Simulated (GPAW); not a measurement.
# A GW chain in GPAW: CdTe (F-43m)

How does a plane-wave GW calculation on CdTe (F-43m) run from the first input to the gap?

Method: LDA and many-body steps on it, plane waves, in GPAW 26.7.0.

The database entry behind the starting cell differs from later determinations by our own check (an axis about 1.1 % short against later determinations), so it need not match the best structure at ambient conditions.

**1. The starting structure**

The structure is cubic, space group F-43m (No. 216). The conventional cell has a = 6.410 Å, b = 6.410 Å, c = 6.410 Å, α = 90.00°, β = 90.00°, γ = 90.00°. Nearest to Cd lie 4 Te at 2.78 Å. Nearest to Te lie 4 Cd at 2.78 Å. Farther neighbours and most contacts between anions are not listed.

The cell and positions come from the Crystallography Open Database and are kept as given unless a step says otherwise. Spin-orbit coupling is left out unless a step names it.

**2. Ground state**

This step: GPAW 26.7.0; DFT, LDA, plane waves, PAW.

The ground-state density comes first.

Input file run.py:

```python
import json
import numpy as np
from gpaw.mpi import world
from ase import Atoms
from gpaw import GPAW, PW, FermiDirac

atoms = Atoms(['Cd', 'Te'],
    cell=[[0.0000000000, 3.2050000000, 3.2050000000],
      [3.2050000000, 0.0000000000, 3.2050000000],
      [3.2050000000, 3.2050000000, 0.0000000000]],
    scaled_positions=[[0.0000000000, 0.0000000000, 0.0000000000],
      [0.2500000000, 0.2500000000, 0.2500000000]],
    pbc=(True, True, True))
calc = GPAW(mode=PW(450),
    xc='LDA',
    kpts={'size': (6, 6, 6), 'gamma': True},
    occupations=FermiDirac(0.001),
    nbands=-7,
    convergence={'density': 1e-6, 'bands': -3},
    maxiter=100,
    txt='gs.txt')
atoms.calc = calc
res = {'energy': atoms.get_potential_energy()}
kpts = calc.get_ibz_k_points()
res['kpts'] = kpts
res['eigenvalues'] = [calc.get_eigenvalues(kpt=k) for k in range(len(kpts))]
res['n_electrons'] = calc.get_number_of_electrons()
calc.write('gs.gpw')

if world.rank == 0:
    with open('result.json', 'w') as f:
        json.dump(res, f, default=lambda x: x.tolist())
```

Command:

```
mpirun -n 8 gpaw python run.py
```

Numbers of over 12 decimals in the logs are rounded to 6 here.

The program printed:

```text
__  _  _
 | _ |_)|_||  |
 |__||  | ||/\| - 26.7.0

Input parameters:
  mode=PW(ecut=450.000000),
  convergence={'density': 1e-06, 'bands': -3},
  kpts=MonkhorstPack(size=(6, 6, 6), gamma=True),
  maxiter=100,
  nbands=-7,
  occupations=Occupations(name='fermi-dirac', width=0.001, fixmagmom=False),
  xc=XC(name='LDA')
  [... matrices ...]
Diagonalizing LCAO Hamiltonian
Converting LCAO to pw mode

            Te

       Cd

Atoms  # Å, Bohr magnetons
|   | symbol |        x |        y |        z |    initial magnetic moments |
| 0 |     Cd | 0.000000 | 0.000000 | 0.000000 | ( 0.0000,  0.0000,  0.0000) |
| 1 |     Te | 1.602500 | 1.602500 | 1.602500 | ( 0.0000,  0.0000,  0.0000) |

Unit cell  # Å
| periodic |        x |        y |        z |  lengths |    angles |
|      yes | 0.000000 | 3.205000 | 3.205000 | 4.532554 | 60.000000 |
|      yes | 3.205000 | 0.000000 | 3.205000 | 4.532554 | 60.000000 |
|      yes | 3.205000 | 3.205000 | 0.000000 | 4.532554 | 60.000000 |

Number of symmetries: 24
Symmetry operations  # r_c * U_cc + t_c -> r_c
|    | kind |            matrix            |
|  0 |  E   |  1, 0, 0,  0, 1, 0,  0, 0, 1 |
|  1 |  σ   |  1, 0, 0,  0, 0, 1,  0, 1, 0 |
|  2 |  σ   |  1, 0,-1,  0, 1,-1,  0, 0,-1 |
|  3 |  C3  |  1, 0,-1,  0, 0,-1,  0, 1,-1 |
|  4 |  C3  |  1,-1, 0,  0,-1, 1,  0,-1, 0 |
|  5 |  σ   |  1,-1, 0,  0,-1, 0,  0,-1, 1 |
|  6 |  σ   |  0, 1, 0,  1, 0, 0,  0, 0, 1 |
|  7 |  C3  |  0, 1, 0,  0, 0, 1,  1, 0, 0 |
|  8 |  C2  |  0, 1,-1,  1, 0,-1,  0, 0,-1 |
|  9 |  S4  |  0, 1,-1,  0, 0,-1,  1, 0,-1 |
| 10 |  C3  |  0, 0, 1,  1, 0, 0,  0, 1, 0 |
| 11 |  σ   |  0, 0, 1,  0, 1, 0,  1, 0, 0 |
| 12 |  S4  |  0, 0,-1,  1, 0,-1,  0, 1,-1 |
| 13 |  C3  |  0, 0,-1,  0, 1,-1,  1, 0,-1 |
| 14 |  S4  |  0,-1, 1,  1,-1, 0,  0,-1, 0 |
| 15 |  C2  |  0,-1, 1,  0,-1, 0,  1,-1, 0 |
| 16 |  C3  |  0,-1, 0,  1,-1, 0,  0,-1, 1 |
| 17 |  S4  |  0,-1, 0,  0,-1, 1,  1,-1, 0 |
| 18 |  S4  | -1, 1, 0, -1, 0, 1, -1, 0, 0 |
| 19 |  C3  | -1, 1, 0, -1, 0, 0, -1, 0, 1 |
| 20 |  C3  | -1, 0, 1, -1, 1, 0, -1, 0, 0 |
| 21 |  S4  | -1, 0, 1, -1, 0, 0, -1, 1, 0 |
| 22 |  σ   | -1, 0, 0, -1, 1, 0, -1, 0, 1 |
| 23 |  C2  | -1, 0, 0, -1, 0, 1, -1, 1, 0 |

BZ-sampling:
  Number of BZ points: 216
  Number of IBZ points: 16

  Monkhorst-Pack size: [6, 6, 6]
  Monkhorst-Pack shift: [0.083333, 0.083333, 0.083333]

K-points  # in reciprocal-cell coordinates
|     |                                coordinates |     weight |
|   0 | (  0.00000000,   0.00000000,   0.00000000) | 0.00462963 |
|   1 | (  0.16666667,   0.16666667,   0.00000000) | 0.02777778 |
|   2 | (  0.16666667,   0.16666667,   0.16666667) | 0.03703704 |
|   3 | (  0.33333333,   0.16666667,   0.16666667) | 0.05555556 |
|   4 | (  0.33333333,   0.33333333,  -0.33333333) | 0.05555556 |
|   5 | (  0.33333333,   0.33333333,   0.00000000) | 0.02777778 |
|   6 | (  0.33333333,   0.33333333,   0.16666667) | 0.11111111 |
|   7 | (  0.33333333,   0.33333333,   0.33333333) | 0.03703704 |
|   8 | (  0.50000000,   0.33333333,  -0.33333333) | 0.11111111 |
|   9 | (  0.50000000,   0.33333333,  -0.16666667) | 0.05555556 |
| ... |                                            |            |
|  15 | (  0.50000000,   0.50000000,   0.50000000) | 0.01851852 |

Plane wave coefficients: 1458
Cutoff: 450.000000 eV

Spin-components: 1 (collinear spins)
Bands:           16
Projectors:      11
Spin-degeneracy: 2
Datatype:        complex128

  Storage: CPU
  Wave functions: 5_779_456 bytes (722_432 per core)
  Projectors: 7_946_752 bytes (993_344 per core)
  [... matrices ...]
Parallelization:
  kpt:    8
  domain: 1
  band:   1

Density:
  Valence electrons: 18.0
  Components: 1
  Grid points: [24 24 24]
  Charge: 0.0  # |e|

Potential:
  Grid points: [24 24 24]

species:
  Cd:
    name:    Cadmium
    Z:       48.0
    valence: 12
    core:    36
    charge:  0.0  # [|e|]
    compensation charges:
      type: gauss
      rc: 0.38  # [Å]
      lmax: 2
    cutoffs:
      filter: 2.12  # [Å]
      core: 2.62  # [Å]
    projectors
    | kind |    occ | energy [eV] | rcut [Å] |
    |   5s |  2.000 |      -5.950 |    1.191 |
    |   5p |  0.000 |      -1.328 |    1.228 |
    |   4d | 10.000 |     -11.904 |    1.164 |
    |    s |        |      21.261 |    1.191 |
    |    p |        |      25.883 |    1.228 |
    |    d |        |      15.307 |    1.164 |

    Using partial waves for Cd as LCAO basis

  Te:
    name:    Tellurium
    Z:       52.0
    valence: 6
    core:    46
    charge:  0.0  # [|e|]
    compensation charges:
      type: gauss
      rc: 0.36  # [Å]
      lmax: 2
    cutoffs:
      filter: 2.09  # [Å]
      core: 3.17  # [Å]
    projectors
    | kind |    occ | energy [eV] | rcut [Å] |
    |   5s |  2.000 |     -15.337 |    1.180 |
    |   5p |  4.000 |      -6.113 |    1.196 |
    |    s |        |      11.875 |    1.180 |
    |    p |        |      21.098 |    1.196 |
    |    d |        |       0.000 |    1.238 |

    Using partial waves for Te as LCAO basis

Reference energy: -336673.462795  # eV

eigensolver:
  PPCG
  Converge bands: -3
  niter=2

density mixing:
  MSR1-Mixer
  Pratt-step length: 0.05
  Maximum mixing coefficient: 0.75
  Old densities: 10
  SVD Regularization: 0.005
  Good broyden scale: 1.0
  Trust region scale: 1.0
  Backstep threshold: 4.0
  History deletion threshold: 6.0
  Fourier metric: weight=20.0, sigma=0.015

occupation numbers:
  Fermi-Dirac:
    width: 0.0010  # eV

poisson solver:
  ecut: 3600.000000  # eV

xc functional:
  name: None

Initialization done in: 0.646 s

convergence criteria:
- Maximum integral of absolute [dens]ity change: 1e-06 electrons / valence electron
- Maximum [total energy] change in last 3 cyles: 0.0005 eV / valence electron
- Maximum integral of absolute [eigenst]ate change: 4e-08 eV^2 / valence electron
maximum number of iterations: 100

SCF iterations
|iter     |     time |      energy | eigst |  dens |
|iter:   1|  |   -6.525197 | +0.75 |       |
|iter:   2|  |   -6.481280 | -0.54 | -1.28 |
|iter:   3|  |   -6.303744 | -1.44 | -1.32 |
|iter:   4|  |   -6.297948 | -3.21 | -1.79 |
|iter:   5|  |   -6.296826c| -3.68 | -2.26 |
|iter:   6|  |   -6.296820c| -5.34 | -2.97 |
|iter:   7|  |   -6.296821c| -6.76 | -3.58 |
|iter:   8|  |   -6.296821c| -7.87c| -4.36 |
|iter:   9|  |   -6.296821c| -8.62c| -5.44 |
|iter:  10|  |   -6.296821c| -9.23c| -5.99 |
|iter:  11|  |   -6.296821c| -9.58c| -6.84c|

Converged in 11 steps
SCF loop duration: 0.929 s (0.084 s/step)
Energy contributions relative to reference atoms: (reference = -336673.462795)
  [... matrices ...]
Energy contributions:
  Kinetic:          17.527331
  Coulomb:         -15.919915
  Zero:              0.243767
  External:          0.000000
  Xc:               -8.148005
  Entropy:          -0.000000
  Spinorbit:         0.000000
  ----------------------------
  Free energy:      -6.296821
  Extrapolated:     -6.296821

dipole moment: (-25.949308, -25.949308, -25.949308)  # |e|*Ang

Fermi level: 4.046
Eigenvalues  # (at kpt = [0.000, 0.000, 0.000])
| band index |      eig [eV] | occ [0-2] |
|          0 |        -7.681 |     2.000 |
|          1 |        -4.573 |     2.000 |
|          2 |        -4.573 |     2.000 |
|          3 |        -4.573 |     2.000 |
|          4 |        -4.280 |     2.000 |
|          5 |        -4.280 |     2.000 |
|          6 |         3.777 |     2.000 |
|          7 |         3.777 |     2.000 |
|          8 |         3.777 |     2.000 |
|          9 |         4.385 |     0.000 |
|         10 |         8.267 |     0.000 |
|         11 |         8.267 |     0.000 |
|         12 |         8.267 |     0.000 |
|         13 |        11.030 |     0.000 |
|         14 |        13.357 |     0.000 |
|         15 |        13.357 |     0.000 |

Gap: 0.608 eV
Transition (v -> c):
  (s=0, k=0, n=8, [0.00, 0.00, 0.00]) -> (s=0, k=0, n=9, [0.00, 0.00, 0.00])
No difference between direct/indirect transitions
# Writing to gs.gpw (mode='')
  [... matrices ...]
```

Run time: 3 s. Hardware: 8 MPI ranks of Arm Neoverse V2, shared host; peak memory 1.2 GiB; 23 s of CPU time.

This step gave:

```
total energy               : -6.297 eV
gap                        : 0.6080 eV
k of the valence top       : 0, 0, 0
k of the conduction bottom : 0, 0, 0
least direct gap           : 0.6080 eV
```

The gap is direct, at Γ.

**3. Bands along the symmetry lines**

The cheap functional maps the bands first; the places of the edges decide which points the dearer methods must see.

Input file run.py:

```python
import json
import numpy as np
from gpaw.mpi import world
from gpaw import GPAW

path = [[0.000000, 0.000000, 0.000000],
    [-0.062500, -0.062500, 0.000000],
    [-0.125000, -0.125000, 0.000000],
    [-0.187500, -0.187500, 0.000000],
    [-0.250000, -0.250000, 0.000000],
    [-0.312500, -0.312500, 0.000000],
    [-0.375000, -0.375000, 0.000000],
    [-0.437500, -0.437500, 0.000000],
    [-0.500000, -0.500000, 0.000000],
    [-0.484375, -0.484375, 0.031250],
    [-0.468750, -0.468750, 0.062500],
    [-0.453125, -0.453125, 0.093750],
    [-0.437500, -0.437500, 0.125000],
    [-0.421875, -0.421875, 0.156250],
    [-0.406250, -0.406250, 0.187500],
    [-0.390625, -0.390625, 0.218750],
    [-0.375000, -0.375000, 0.250000],
    [-0.375000, 0.000000, 0.375000],
    [-0.328125, 0.000000, 0.328125],
    [-0.281250, 0.000000, 0.281250],
    [-0.234375, 0.000000, 0.234375],
    [-0.187500, 0.000000, 0.187500],
    [-0.140625, 0.000000, 0.140625],
    [-0.093750, 0.000000, 0.093750],
    [-0.046875, 0.000000, 0.046875],
    [0.000000, 0.000000, 0.000000],
    [0.000000, 0.000000, 0.062500],
    [0.000000, 0.000000, 0.125000],
    [0.000000, 0.000000, 0.187500],
    [0.000000, 0.000000, 0.250000],
    [0.000000, 0.000000, 0.312500],
    [0.000000, 0.000000, 0.375000],
    [0.000000, 0.000000, 0.437500],
    [0.000000, 0.000000, 0.500000],
    [-0.062500, -0.031250, 0.468750],
    [-0.125000, -0.062500, 0.437500],
    [-0.187500, -0.093750, 0.406250],
    [-0.250000, -0.125000, 0.375000],
    [-0.312500, -0.156250, 0.343750],
    [-0.375000, -0.187500, 0.312500],
    [-0.437500, -0.218750, 0.281250],
    [-0.500000, -0.250000, 0.250000],
    [-0.500000, -0.281250, 0.218750],
    [-0.500000, -0.312500, 0.187500],
    [-0.500000, -0.343750, 0.156250],
    [-0.500000, -0.375000, 0.125000],
    [-0.500000, -0.406250, 0.093750],
    [-0.500000, -0.437500, 0.062500],
    [-0.500000, -0.468750, 0.031250],
    [-0.500000, -0.500000, 0.000000]]
calc = GPAW('gs.gpw').fixed_density(kpts=path,
    symmetry='off',
    nbands=19,
    convergence={'bands': 15},
    txt='bands.txt')
res = {}
kpts = calc.get_ibz_k_points()
res['kpts'] = kpts
res['eigenvalues'] = [calc.get_eigenvalues(kpt=k) for k in range(len(kpts))]
res['n_electrons'] = calc.get_number_of_electrons()

if world.rank == 0:
    with open('result.json', 'w') as f:
        json.dump(res, f, default=lambda x: x.tolist())
```

Command:

```
mpirun -n 8 gpaw python run.py
```

The program printed:

```text
Diagonalizing LCAO Hamiltonian
Converting LCAO to pw mode
convergence criteria:
- Maximum integral of absolute [eigenst]ate change: 4e-08 eV^2 / valence electron
maximum number of iterations: 100

SCF iterations
|iter     |     time |      energy | eigst |  dens |
|iter:   1|  |             | +1.92 |       |
|iter:   2|  |             | +0.18 |       |
|iter:   3|  |             | -0.87 |       |
[...]
|iter:   7|  |             | -5.42 |       |
|iter:   8|  |             | -6.49 |       |
|iter:   9|  |             | -7.43c|       |
SCF steps: 9
  __  _  _
 | _ |_)|_||  |
 |__||  | ||/\| - 26.7.0

Input parameters:
  mode=PW(ecut=450.000000),
  convergence={'bands': 15},
  gpts=array([24, 24, 24]),
  kpts=KPoints(kpts=array([[ 0.      ,  0.      ,  0.      ],
         [-0.0625  , -0.0625  ,  0.      ],
         [-0.125   , -0.125   ,  0.      ],
         [-0.1875  , -0.1875  ,  0.      ],
[...]
[-0.484375, -0.484375,  0.03125 ],
[...]
[-0.453125, -0.453125,  0.09375 ],
[...]
[-0.421875, -0.421875,  0.15625 ],
[...]
[-0.390625, -0.390625,  0.21875 ],
[...]
[-0.328125,  0.      ,  0.328125],
[...]
[-0.234375,  0.      ,  0.234375],
[...]
[-0.140625,  0.      ,  0.140625],
[...]
[-0.046875,  0.      ,  0.046875],
         [ 0.      ,  0.      ,  0.      ],
         [ 0.      ,  0.      ,  0.0625  ],
         [ 0.      ,  0.      ,  0.125   ],
[...]
[ 0.      ,  0.      ,  0.4375  ],
         [ 0.      ,  0.      ,  0.5     ],
[...]
[-0.5     , -0.4375  ,  0.0625  ],
         [-0.5     , -0.46875 ,  0.03125 ],
         [-0.5     , -0.5     ,  0.      ]])),
  maxiter=100,
  nbands=19,
  occupations=Occupations(name='fermi-dirac', width=0.001, fixmagmom=False),
  parallel={},
  symmetry=Symmetry(point_group=False, time_reversal=False),
  xc=XC(name='LDA')
  [... matrices ...]
timing:  # [seconds]
  Total: 0.022  # ━━━━━━━━━━━━━━━━━━━━━━━━━━━━━━━━━━━━━━━━━━━━━━━━━━━━━━━━━━━
```

Run time: 4.6 s. Hardware: 8 MPI ranks; peak memory 1.3 GiB; 36 s of CPU time.

Numbers from this step:

* gap: 0.6080 eV
* k of the valence top: 0, 0, 0
* k of the conduction bottom: 0, 0, 0
* least direct gap: 0.6080 eV

The gap is 0.608 eV, as in the run before at this level.

Electronic bands along the path, in eV, zero at the top of the highest filled band:

```tsv
point	band 6	band 7	band 8	band 9	band 10	band 11	band 12	band 13
Γ	-8.06	0.00	0.00	0.00	0.61	4.49	4.49	4.49
halfway	-8.04	-2.81	-1.18	-1.18	2.86	3.15	6.45	6.45
X	-7.55	-4.55	-2.01	-2.01	2.38	2.55	8.79	9.16
halfway	-7.52	-4.52	-2.33	-1.93	2.53	3.12	8.06	8.50
U	-7.49	-4.46	-2.76	-1.67	2.74	4.45	7.27	7.46
jump to K	-7.49	-4.46	-2.76	-1.67	2.74	4.45	7.27	7.46
halfway	-8.01	-3.18	-1.62	-0.49	2.75	4.76	5.23	5.32
Γ	-8.06	0.00	0.00	0.00	0.61	4.49	4.49	4.49
halfway	-8.06	-2.89	-0.47	-0.47	1.86	5.07	5.07	5.26
L	-7.69	-4.70	-0.84	-0.84	1.67	5.11	5.11	6.87
halfway	-7.59	-4.50	-2.23	-1.38	3.17	4.45	5.93	7.16
W	-7.45	-4.43	-2.49	-2.39	4.26	4.56	5.45	6.18
halfway	-7.50	-4.50	-2.26	-2.22	3.12	3.23	7.42	7.50
X	-7.55	-4.55	-2.01	-2.01	2.38	2.55	8.79	9.16
```

The electronic bands as a text plot (rows in eV, shown from -8.0 to 6.6 only):

```
    6.3 |     ++            ++                 +         ++++
    5.7 |    +                ++ ++          ++     ++++++++
    5.1 |  ++              ++++++++++      +++++++++
    4.5 |++               +     ++++++++++++        ++++++++
    3.9 |  ++            +                              ++ ++
    3.3 |    +++++     ++   ++++                      ++     +
    2.7 |    +++++++++++++++    +++                  +        +++
    2.0 |  ++                      ++      ++++   +++
    1.4 | +                          +   ++    +++
    0.8 |+                            +++
    0.2 |*                           ****
   -0.4 | ***                   ******  *******
   -1.0 |    ***            **** **            *******
   -1.6 |  **   ***     ****    *  **    **         ****
   -2.2 |    *     ******     ** **        *          ***********
   -2.8 |     **         *****              *           **
   -3.4 |       **              *            **
   -4.0 |         *         ****               *
   -4.7 |          *********                    *****************
   -5.3 |
   -5.9 |
   -6.5 |
   -7.1 |
   -7.7 |       ****************               ******************
         Γ           X  U|K            Γ         L        W     X
```

**4. Empty states on the mesh, 4×4×4 mesh, 786 bands**

The sums over transitions need many empty states on a uniform mesh; this step solves for them.

Input file run.py:

```python
import json
import numpy as np
from gpaw.mpi import world
from gpaw import GPAW

calc = GPAW('gs.gpw').fixed_density(kpts={'size': (4, 4, 4), 'gamma': True},
    parallel={'domain': 1, 'band': 1},
    txt='nscf.txt')
calc.diagonalize_full_hamiltonian(nbands=786)
calc.write('full.gpw', mode='all')
res = {}
kpts = calc.get_ibz_k_points()
res['kpts'] = kpts
res['eigenvalues'] = [calc.get_eigenvalues(kpt=k) for k in range(len(kpts))]
res['n_electrons'] = calc.get_number_of_electrons()

if world.rank == 0:
    with open('result.json', 'w') as f:
        json.dump(res, f, default=lambda x: x.tolist())
```

Command:

```
mpirun -n 8 gpaw python run.py
```

The program printed:

```text
Diagonalizing LCAO Hamiltonian
Converting LCAO to pw mode
convergence criteria:
- Maximum integral of absolute [eigenst]ate change: 4e-08 eV^2 / valence electron
maximum number of iterations: 100

SCF iterations
|iter     |     time |      energy | eigst |  dens |
|iter:   1|  |             | +0.72 |       |
|iter:   2|  |             | -0.36 |       |
|iter:   3|  |             | -2.09 |       |
|iter:   4|  |             | -3.36 |       |
|iter:   5|  |             | -4.64 |       |
|iter:   6|  |             | -5.83 |       |
|iter:   7|  |             | -6.99 |       |
|iter:   8|  |             | -7.59c|       |
SCF steps: 8
  __  _  _
 | _ |_)|_||  |
 |__||  | ||/\| - 26.7.0

Input parameters:
  mode=PW(ecut=450.000000),
  convergence={'density': 1e-06, 'bands': -3},
  gpts=array([24, 24, 24]),
  kpts=MonkhorstPack(size=(4, 4, 4), gamma=True),
  maxiter=100,
  nbands=16,
  occupations=Occupations(name='fermi-dirac', width=0.001, fixmagmom=False),
  parallel={'domain': 1, 'band': 1},
  xc=XC(name='LDA')
Matrix size: 1411x1411
# Writing to full.gpw (mode='all')
  [... matrices ...]

timing:  # [seconds]
  Total: 3.739  # ━━━━━━━━━━━━━━━━━━━━━━━━━━━━━━━━━━━━━━━━━━━━━━━━━━━━━━━━━━━
```

Wall time 6.2 s (8 MPI ranks); peak memory 2.4 GiB; 48 s of CPU time.

Numbers from this step:

```yaml
gap: 0.6080 eV
k_of_the_valence_top: 0, 0, 0
k_of_the_conduction_bottom: 0, 0, 0
least_direct_gap: 0.6080 eV
k_points_computed: 8
lowest_point_of_the_top_converged_band_above_the_valence_top: 288.3022 eV
```

On this mesh the gap is 0.608 eV.

[end of part 1 of 2]

[Paths, hosts, dates, memory and timing lines, banners, echoed tables and standing remarks are left out of the program output.]

[Logs are printed without paths, hosts, clocks, repeated set-up lines and the standing remarks that a program may print on its own settings, such as how far it seeks lower states.]

[Runs of the session that timed out or met a known fault of the program may be left out.]

[Hosts, paths, dates, database ids (printed as entryN), source tags and the programs' standing remarks are cut or masked in the printed files.]
